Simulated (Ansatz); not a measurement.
# Ge3N4 (Fd-3m): the band gap by level of theory

All numbers come from the plane-wave code Ansatz. The values are computed, non-magnetic, and not measurements.

The cell is Ge3N4 (started from an entry of an open crystallographic database); cell and atoms were relaxed with r2SCAN. The symmetry is Fd-3m (No. 227, cubic); a = 8.215 Å in the conventional setting, 9.90 Å³ an atom. Ge is surrounded by 6 N at 1.99 Å; Ge is surrounded by 4 N at 1.89 Å; N is surrounded by 4 Ge at 1.89–1.99 Å.

Relaxed lattice by functional, symmetry kept:

| functional | k mesh | a (Å) | volume (Å³/atom) |
| --- | --- | --- | --- |
| PBE | 6×6×6 | 8.314 | 10.26 |
| r2SCAN | 6×6×6 | 8.215 | 9.90 |

On this one geometry the levels give:
```tsv
level	k mesh	gap (eV)	kind	edges	least direct gap (eV)
PBE+SOC	6×6×6	2.23	indirect	K–Γ (0.25) → Γ	2.25
r2SCAN	6×6×6	2.68	indirect	K–Γ (0.25) → Γ	2.71
HSE06	4×4×4	3.44	indirect	K–Γ (0.25) → Γ	3.49
PBE0	4×4×4	4.16	indirect	K–Γ (0.25) → Γ	4.22
```
Wave cutoffs: 420 eV, 500 eV (r2SCAN).
Points off the special ones are mesh points or PBE's searched band edges, reused at the other levels. PBE's own run along the path (2.26 eV) came before the search for the edges and missed one, so it isn't listed.

The HSE06 gap is indirect, 3.44 eV (K–Γ (0.25 of the way from K) to Γ), below the direct gap of 3.49 eV at Γ.

Direct and least gap lie within 0.04 eV at some levels, so the kind of gap isn't settled.

r2SCAN (ground state on 4×4×4): The clamped-ion dielectric constant comes out as 6.31 in all directions. Born charges, averaged over directions: Ge +3.60 to +4.03, N -2.92 e. The program notes that the ground state's band table doesn't vouch for all the bands that the response reads.

Only the levels marked +SOC include spin-orbit coupling.

The meshes of the hybrids are coarse, so their gaps aren't converged to the digits shown.
